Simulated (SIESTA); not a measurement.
Set up this calculation in SIESTA 5.4.2, as the native input.

```yaml
Task: band structure
Functional: PBE
Potentials_or_basis: PseudoDojo 0.4 standard (PBE files)
Basis: DZP (energy shift 0.003 Ry; two zetas on semicore shells)
Grid_cutoff: 800 Ry
Energy_shift: 0.003 Ry
k_mesh: 8 × 8 × 8
Occupations: fermi-dirac, width 0.05 eV
Spin: no spin polarisation
```

Al2Pt:

```xyz
3
Lattice="0.0000 2.9550 2.8959 2.9550 0.0000 2.8959 2.9550 2.9550 0.0000" Properties=species:S:1:pos:R:3 pbc="T T T"
Pt    0.0000    0.0000    0.0000
Al    4.4325    4.4325    4.3438
Al    1.4775    1.4775    1.4480
```

The cell isn't the ideal one: cell strained along z.

One way to write it, as run:

Al2Pt.fdf

```
SystemName                      Al2Pt
SystemLabel                     Al2Pt
NumberOfSpecies                 2
NumberOfAtoms                   3
%block ChemicalSpeciesLabel
  1  78 Pt
  2  13 Al
%endblock ChemicalSpeciesLabel

LatticeConstant                 1.0 Ang
%block LatticeVectors
     0.0000000000     2.9550000000     2.8959000000
     2.9550000000     0.0000000000     2.8959000000
     2.9550000000     2.9550000000     0.0000000000
%endblock LatticeVectors
AtomicCoordinatesFormat         Fractional
%block AtomicCoordinatesAndAtomicSpecies
     0.0000000000     0.0000000000     0.0000000000  1  Pt
     0.7500000000     0.7500000000     0.7500000000  2  Al
     0.2500000000     0.2500000000     0.2500000000  2  Al
%endblock AtomicCoordinatesAndAtomicSpecies

%block kgrid.MonkhorstPack
    8   0   0  0.0
    0   8   0  0.0
    0   0   8  0.0
%endblock kgrid.MonkhorstPack
XC.Functional                   GGA
XC.Authors                      PBE
PAO.BasisSize                   DZP
PAO.EnergyShift                 0.003 Ry
Mesh.Cutoff                     800 Ry
OccupationFunction              FD
ElectronicTemperature           0.05 eV
MaxSCFIterations                120
SCF.MustConverge                false
SCF.Mixer.Method                Pulay
SCF.Mixer.Weight                0.25
SCF.Mixer.History               8
SCF.DM.Tolerance                5.0e-05
SCF.H.Tolerance                 1.0e-03 eV
WriteForces                     true
Charge.Mulliken                 end
Charge.Hirshfeld                end
Charge.Voronoi                  end
SaveRho                         true
SaveElectrostaticPotential      true
BandLinesScale                  ReciprocalLatticeVectors
%block BandLines
    1    0.000000   0.000000   0.000000  \Gamma
   11    0.000000   0.500000   0.500000  X
    6    0.260308   0.500000   0.760308  Y
    4    0.380154   0.380154   0.760308  S
   12    0.000000   0.000000   0.000000  \Gamma
   11   -0.500000  -0.500000   0.000000  Z
    4   -0.380154  -0.380154   0.239692  S1
    7    0.000000   0.000000   0.500000  N
    8   -0.250000   0.250000   0.500000  P
    8   -0.500000  -0.260308   0.239692  Y1
    5   -0.500000  -0.500000   0.000000  Z
    1    0.000000   0.500000   0.500000  X
    6   -0.250000   0.250000   0.500000  P
%endblock BandLines
%block PAO.Basis
  Pt 5
  n=5 0 2
    2.732 0.000
  n=6 0 2
    7.326 0.000
  n=5 1 2
    3.260 0.000
  n=6 1 1
    7.326
  n=5 2 2
    5.692 0.000
%endblock PAO.Basis
```

Potentials or basis: PseudoDojo 0.4 standard (PBE files), DZP (energy shift 0.003 Ry; two zetas on semicore shells).

Launch:

```console
$ siesta Al2Pt.fdf > Al2Pt.out 2>&1
```

It gave:

```
Pressure               : 6.6 GPa
Band gap on the k mesh : none (metal or under the smearing width)
Hirshfeld charges      : Pt +0.10; Al -0.05 e
Voronoi charges        : Pt +0.10; Al -0.05 e
```

Caveat: Mulliken charges of long-ranged orbitals can have an unphysical sign; short orbitals over semicore shells can move pressures by several GPa; spin-orbit coupling is left out, which moves the levels of the heavy elements; the basis of atomic orbitals isn't converged, which shifts pressures, moduli and gaps.

Run time: 100 s on 1 thread of Intel(R) Xeon(R) 6975P-C (Granite Rapids), on a shared host, peak memory 0.48 GiB.
